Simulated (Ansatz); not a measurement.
**SiC: a line through an energy map**

How does the energy of SiC (F-43m, No. 216; 2 atoms in the cell) vary with volume per atom, at length along [111] over the lengths across it = 0.953?

The COD entry's cell or inner coordinates are ideal or old and differ from later refinements, so a difference from it is no clean test against experiment.

Computed with Ansatz 0.2.0 (DFT PBE, scalar-relativistic, plane waves, PAW, unless a step's input says otherwise).

71 further runs of the same task are left out: 71 set aside as unsound or not needed.

## Step 1: Starting point

It takes space group F-43m (No. 216, cubic). Conventional cell: a = 4.380 Å, b = 4.380 Å, c = 4.380 Å, α = 90.00°, β = 90.00°, γ = 90.00°. Si (site symmetry -43m) is surrounded by 4 C at 1.90 Å. C (site symmetry -43m) has 4 Si at 1.90 Å as nearest neighbours.

As a file:

```cif
data_structure
_symmetry_space_group_name_H-M 'P 1'
_symmetry_Int_Tables_number 1
_cell_length_a 3.0969
_cell_length_b 3.0969
_cell_length_c 3.0969
_cell_angle_alpha 60.000
_cell_angle_beta 60.000
_cell_angle_gamma 60.000
_cell_volume 21.00
loop_
_atom_site_label
_atom_site_type_symbol
_atom_site_fract_x
_atom_site_fract_y
_atom_site_fract_z
_atom_site_occupancy
Si1 Si 0.00000 0.00000 0.00000 1
C1 C 0.75000 0.75000 0.75000 1
```

This cell was relaxed beforehand with the same method: volume 10.50 Å³/atom, gap on the mesh 1.37 eV.

## Step 2: What is varied

The energy is mapped over volume and the cell's shape.

- volume per atom: 11 values from 9.241 to 11.762 Å³
- length along [111] over the lengths across it, relative to the cubic cell: 11 values from 0.923 to 1.083

Nothing else is relaxed (fractional coordinates fixed). Energies count from the relaxed crystal. Points are written as (first, second).

## Step 3: Point (9.241 Å³, 0.953)

input.yaml reads:

```yaml
crystal:
  lattice:
    - [0.0, 2.1324328124, 2.1324328124]
    - [2.1324328124, 0.0, 2.1324328124]
    - [2.0656165843, 2.0656165843, 0.0668162281]
  atoms:
    - { symbol: Si, position: [0.0, 0.0, 0.0] }
    - { symbol: C, position: [0.75, 0.75, 0.75] }
basis:
  ecutwfc: 520.0
kpoints:
  mp_grid: { grid: [12, 12, 12] }
hamiltonian:
  xc: pbe
scf:
  occupations: { method: gaussian, width: 0.05 }
output:
  forces: true
  stress: true
  eigenvalues: true
```

Launch:

```sh
> ansatz run input.yaml --threads 1 --pin off --max-ram 2048MiB --backend cpu --events-out ev --progress --plain --runs-dir out
```

Further runs follow: the other points of the line.

**Question.** What will these runs give? Wanted: for each run, volume per atom; energy; slope; pressure; largest force on an atom.

**Answer**, as computed:

```
volume per atom (Å³)  step  energy (meV/atom)  slope (meV/atom per Å³)  pressure (GPa)  band gap on the k-mesh (eV)  largest force on an atom (eV/Å)
               9.241     3                157                     −223            35.8                         1.00                             0.99
               9.493     4                108                     −169            27.0                         1.04                             0.89
               9.745     5                 72                     −120            19.2                         1.08                             0.79
               9.997     6                 47                      −77            12.3                         1.12                             0.70
              10.249     7                 33                      −39             6.2                         1.15                             0.62
              10.501     8                 27                       −4             0.7                         1.19                             0.54
              10.753     9                 30                       26            −4.1                         1.22                             0.47
              11.005    10                 40                       53            −8.4                         1.25                             0.41
              11.258    11                 56                       77           −12.3                         1.27                             0.34
              11.510     –                 78                       98           −15.7                         1.30                             0.28
              11.762    12                105                      116           −18.7                         1.32                             0.23
```

Energies count from the relaxed crystal. Rows without a step come from runs not printed here or follow by symmetry. Slopes come from the forces (and the stress, where the cell changes), not from differences of energies.

What this shows: Along the line the energy is lowest at 10.501 Å³, 27 meV/atom from the zero. Energies and slopes round the minimum, fitted together, put the minimum at 10.5363 Å³, with a curvature of about 130 meV/atom per (Å³)². V·d²E/dV² there is about 210 GPa, a bulk modulus under this line's constraint. The well is lopsided: two grid steps out, the energy rises by 20 meV/atom towards smaller values and 13 meV/atom towards larger ones. The highest point computed, at 9.241 Å³, lies 130 meV/atom above the lowest. This is one cut through a surface in two coordinates; the map's lowest point lies off it.

These are semilocal Kohn-Sham gaps, which aren't the measured quantity. Such gaps usually fall short of the measured ones.
